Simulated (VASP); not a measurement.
# AlN (P6_3mc) in VASP: notebook, part 2 of 2

VASP 6.6.1. Earlier steps stand in the parts before.

## 4. Single point, PBE

File INCAR:

```
SYSTEM = AlN
ALGO = Normal ; EDIFF = 1E-7
ENCUT = 200 ; GGA = PE
ISIF = 2 ; ISMEAR = 0
LASPH = .True. ; LCHARG = .False.
LREAL = .False. ; LWAVE = .False.
NBANDS = 16 ; NELM = 80
PREC = Accurate ; SIGMA = 0.02
```

File KPOINTS:

```
k-points
0
Gamma
  9 9 6
  0 0 0
```

File POSCAR:

```
AlN
1.0
    3.1130000000      0.0000000000      0.0000000000
   -1.5565000000      2.6959370800      0.0000000000
    0.0000000000      0.0000000000      4.9810000000
Al N
2 2
Direct
    0.3333333300      0.6666666700      0.0000000000
    0.6666666700      0.3333333300      0.5000000000
    0.3333333300      0.6666666700      0.3800000000
    0.6666666700      0.3333333300      0.8800000000
```

Potentials or basis: VASP PAW PBE potentials, release 64 (Al, N).

Run with:

```bash
> cat potpaw_PBE.64/Al/POTCAR potpaw_PBE.64/N/POTCAR > POTCAR
> mpirun -np 1 vasp_std > vasp.out
```

OUTCAR:

```text
SYSTEM = AlN
   EDIFF = 1E-7
   ENCUT = 200
   GGA = PE
   ISIF = 2
   ISMEAR = 0
   LASPH = .True.
   LREAL = .False.
   NELM = 80
   PREC = Accurate

 ion  position               nearest neighbor table
   1  0.333  0.667  0.000-   3 1.89   4 1.89   4 1.89   4 1.89   2 3.07   2 3.07   2 3.07   2 3.07
                             2 3.07   2 3.07
   2  0.667  0.333  0.500-   4 1.89   3 1.89   3 1.89   3 1.89   1 3.07   1 3.07   1 3.07   1 3.07
                             1 3.07   1 3.07
   3  0.333  0.667  0.380-   1 1.89   2 1.89   2 1.89   2 1.89
   4  0.667  0.333  0.880-   2 1.89   1 1.89   1 1.89   1 1.89

  LATTYP: Found a hexagonal cell.
 ALAT       =     3.1130000000
 C/A-ratio  =     1.6000642467

  Lattice vectors:

 A1 = (   3.1130000000,   0.0000000000,   0.0000000000)
 A2 = (  -1.5565000000,   2.6959370800,   0.0000000000)
 A3 = (   0.0000000000,   0.0000000000,   4.9810000000)

Analysis of symmetry for initial positions (statically):
=====================================================================
 Subroutine PRICEL returns:
 Original cell was already a primitive cell.

 Routine SETGRP: Setting up the symmetry group for a
 hexagonal supercell.

 Subroutine GETGRP returns: Found 12 space group operations
 (whereof  6 operations were pure point group operations)
 out of a pool of 24 trial point group operations.

The static configuration has the point symmetry C_3v.
 The point group associated with its full space group is C_6v.

Analysis of symmetry for dynamics (positions and initial velocities):
=====================================================================
 Subroutine PRICEL returns:
 Original cell was already a primitive cell.

 Routine SETGRP: Setting up the symmetry group for a
 hexagonal supercell.

 Subroutine GETGRP returns: Found 12 space group operations
 (whereof  6 operations were pure point group operations)
 out of a pool of 24 trial point group operations.

The dynamic configuration has the point symmetry C_3v.
 The point group associated with its full space group is C_6v.

 Subroutine INISYM returns: Found 12 space group operations
 (whereof  6 operations are pure point group operations),
 and found     1 'primitive' translations

----------------------------------------------------------------------------------------

                                     Primitive cell

  volume of cell :      41.8028

  direct lattice vectors                    reciprocal lattice vectors
     3.113000000  0.000000000  0.000000000     0.321233537  0.185464269  0.000000000
    -1.556500000  2.695937080  0.000000000     0.000000000  0.370928538  0.000000000
     0.000000000  0.000000000  4.981000000     0.000000000  0.000000000  0.200762899

  length of vectors
     3.113000000  3.112999998  4.981000000     0.370928538  0.370928538  0.200762899

  position of ions in fractional coordinates (direct lattice)
     0.333333330  0.666666670  0.000000000
     0.666666670  0.333333330  0.500000000
     0.333333330  0.666666670  0.380000000
     0.666666670  0.333333330  0.880000000

  ion indices of the primitive-cell ions
   primitive index   ion index
[... 21 lines left out ...]
     0.041214282  0.041214282  0.033460483

  Shift w.r.t. Gamma in fractional coordinates (k-lattice)
     0.000000000  0.000000000  0.000000000

 Subroutine IBZKPT returns following result:
 ===========================================

 Found     48 irreducible k-points:

 Following reciprocal coordinates:
            Coordinates               Weight
  0.000000  0.000000  0.000000      1.000000
  0.111111  0.000000  0.000000      6.000000
  0.222222  0.000000  0.000000      6.000000
  0.333333  0.000000  0.000000      6.000000
  0.444444  0.000000  0.000000      6.000000
  0.111111  0.111111  0.000000      6.000000
[... 16 lines left out ...]
  0.333333  0.222222  0.166667     24.000000
  0.333333  0.333333  0.166667      4.000000
 [... further k-points ...]
   k-points           NKPTS =     48   k-points in BZ     NKDIM =     48   number of bands    NBANDS=     16
   number of dos      NEDOS =    301   number of ions     NIONS =      4
   total plane-waves  NPLWV =   4704
   dimension x,y,z NGX =    14 NGY =   14 NGZ =   24
   dimension x,y,z NGXF=    28 NGYF=   28 NGZF=   48
   ions per type =               2   2
   NGX,Y,Z   is equivalent  to a cutoff of   7.48,  7.48,  8.01 a.u.
   NGXF,Y,Z  is equivalent  to a cutoff of  14.95, 14.95, 16.02 a.u.
 SYSTEM =  AlN
   PREC   = accura    normal or accurate (medium, high low for compatibility)
   ISTART =      0    job   : 0-new  1-cont  2-samecut
   ICHARG =      2    charge: 1-file 2-atom 10-const
   ISPIN  =      1    spin polarized calculation?
   LNONCOLLINEAR =      F non collinear calculations
   LSORBIT =      F    spin-orbit coupling
   LASPH  =      T    aspherical Exc in radial PAW
   ENCUT  =  200.0 eV  14.70 Ry    3.83 a.u.   3.59  3.59  5.74*2*pi/ulx,y,z
   NELM   =     80;   NELMIN=  2; NELMDL= -5     # of ELM steps
   EDIFF  = 0.1E-06   stopping-criterion for ELM
   LREAL  =      F    real-space projection
   EDIFFG = 0.1E-05   stopping-criterion for IOM
   NSW    =      0    number of steps for IOM
   IBRION =     -1    ionic relax: 0-MD 1-quasi-New 2-CG
   NFREE  =      0    steps in history (QN), initial steepest desc. (CG)
   ISIF   =      2    stress and relaxation
   ISYM   =      2    0-nonsym 1-usesym 2-fastsym
   POTIM  = 0.5000    time-step for ionic-motion
   TEBEG  =    0.0;   TEEND  =   0.0 temperature during run
   PSTRESS=    0.0 pullay stress
   NELECT =      16.0000    total number of electrons
   NUPDOWN=      -1.0000    fix difference up-down
   EMIN   =  10.00;   EMAX   =-10.00  energy-range for DOS
   EFERMI =   0.00;   METHOD = LEGACY
   ISMEAR =     0;   SIGMA  =   0.02  broadening in eV -4-tet -1-fermi 0-gaus
   EFERMI_NEDOS =   21; number of points for ismear=-14 and -15
   IALGO  =     38    algorithm
   IMIX   =      4    mixing-type and parameters
     AMIX     =   0.40;   BMIX     =  1.00
     AMIX_MAG =   1.60;   BMIX_MAG =  1.00
  volume/ion in A,a.u.               =      10.45        70.52
  Fermi-wavevector in a.u.,A,eV,Ry     =   1.188629  2.246183 19.222843  1.412839
  Thomas-Fermi vector in A             =   2.324754
   LORBIT       =      0    0 simple, 1 ext, 2 COOP (PROOUT), +10 PAW based schemes
   GGA     = PE    functional components
   LHFCALC =     F    Hartree Fock is set to
   AEXX    =    0.0000 exact exchange contribution
   IVDW    =     0    specifies the selected vdW correction
   LEPSILON=     F    determine dielectric tensor
   LRPA    =     F    only Hartree local field effects (RPA)
 non-spin polarized calculation
 Gauss-broadening in eV      SIGMA  =   0.02
  energy-cutoff  :      200.00
  volume of cell :       41.80
 maximum number of plane-waves:       287
   NGX =  7   NGY =  7   NGZ = 11

 number of electron      15.9999984 magnetization

 Free energy of the ion-electron system (eV)
  ---------------------------------------------------
  ext. energy  EPLUGINS =         0.00000000
  ---------------------------------------------------
  free energy    TOTEN  =       -30.17818924 eV

  energy without entropy =      -30.17818924  energy(sigma->0) =      -30.17818924

 E-fermi :   6.2995     XC(G=0): -10.9457

 val. band max:        6.1686539911   @ k =   0.1111   0.0000   0.0000
 cond. band min:       9.8715525838   @ k =   0.0000   0.0000   0.0000
 fundamental gap:      3.7028985927
 Fermi energy:         6.2994769915

 k-point     1 :       0.0000    0.0000    0.0000
  band No.  band energies     occupation
      1      -9.5735      2.00000
      2      -7.5980      2.00000
      3       0.2680      2.00000
      4       5.2950      2.00000
      5       5.2950      2.00000
      6       5.9648      2.00000
[... 433 lines left out ...]
      3       1.5922      2.00000
      4       2.0952      2.00000
      5       2.0952      2.00000
      6       3.5947      2.00000
[... 8 lines left out ...]
     15      19.5567      0.00000
     16      21.2183      0.00000

 [... further k-points ...]
[... 5 lines left out ...]
  --------------------------------------------------------------------------------------
  -------------------------------------------------------------------------------------
  Total      -18.0609142    -18.0609141    -17.5596893      0.0000000     -0.0000000      0.0000000
  in kB     -692.2212009   -692.2211999   -673.0107424      0.0000000     -0.0000000      0.0000000
  external PRESSURE =    -685.8177144 kB  Pullay stress =       0.0000000 kB

 VOLUME and BASIS-vectors are now :
 -----------------------------------------------------------------------------
  energy-cutoff  :      200.00
  volume of cell :       41.80
      direct lattice vectors                 reciprocal lattice vectors
     3.113000000  0.000000000  0.000000000     0.321233537  0.185464269  0.000000000
    -1.556500000  2.695937080  0.000000000     0.000000000  0.370928538  0.000000000
     0.000000000  0.000000000  4.981000000     0.000000000  0.000000000  0.200762899

 POSITION                                       TOTAL-FORCE (eV/Angst)
 -----------------------------------------------------------------------------------
     -0.00000      1.79729      0.00000         0.000000      0.000000     -0.167286
      1.55650      0.89865      2.49050        -0.000000     -0.000000     -0.167286
     -0.00000      1.79729      1.89278        -0.000000     -0.000000      0.167286
      1.55650      0.89865      4.38328        -0.000000      0.000000      0.167286
 -----------------------------------------------------------------------------------
    total drift:                               -0.000016     -0.000010     -0.002101

  FREE ENERGIE OF THE ION-ELECTRON SYSTEM (eV)
  ---------------------------------------------------
  free  energy   TOTEN  =       -30.1781892424 eV

  energy  without entropy=      -30.1781892424  energy(sigma->0) =      -30.17818924
```

stdout:

```text
POSCAR found type information on POSCAR AlN
 POSCAR found :  2 types and       4 ions
 scaLAPACK will be used
 LDA part: xc-table for (Slater+PW92), standard interpolation
 POSCAR, INCAR and KPOINTS ok, starting setup
 FFT: planning ... GRIDC
 FFT: planning ... GRID_SOFT
 FFT: planning ... GRID
 WAVECAR not read
 entering main loop
```

Wall time 4.9 s (1 thread of AMD EPYC 9R14 (Zen 4), shared host); peak memory 0.08 GiB.

The run converged, but a check on its numbers failed (symmetry, net force, bounds or a known fault of this set-up), so they aren't taken as properties of the crystal.

Caveat: the cutoff lies under the usual one of these potentials, so the numbers hold a large basis-set error; a pressure of tens of GPa on the cell as given is suspect, and the run, the potentials or the cell itself is likely at fault; an odd mesh through Γ misses points on the zone boundary, where band edges often lie.

## 5. How close it comes

Step 2. Against the measured gap of AlN, 6.034 eV (an exciton energy, a little under the gap; 10 K; quoted in “Self-assembly of well-separated AlN nanowires directly on sputtered metallic TiN films”, 2019, arxiv:1910.07391), the calculated 4.22 eV is off by -1.81 eV. 2 values of this kind are on record (6.034 to 6.0343 eV); this one was drawn at random. The value is that of PBE on a finite k mesh, which can miss the band edges, without temperature or zero-point motion. Semilocal functionals fall short of measured gaps as a rule.

Step 3. Against the measured gap of AlN, 6.0343 eV (an exciton energy, a little under the gap; 0 K; quoted in “Structural and optical properties of self-assembled AlN nanowires grown on SiO2/Si substrates by molecular beam epitaxy”, 2024, arxiv:2402.00216), the calculated 4.22 eV is off by -1.81 eV. 2 values of this kind are on record (6.034 to 6.0343 eV); this one was drawn at random. The value is that of PBE on a finite k mesh, which can miss the band edges, without temperature or zero-point motion. Semilocal functionals fall short of measured gaps as a rule.
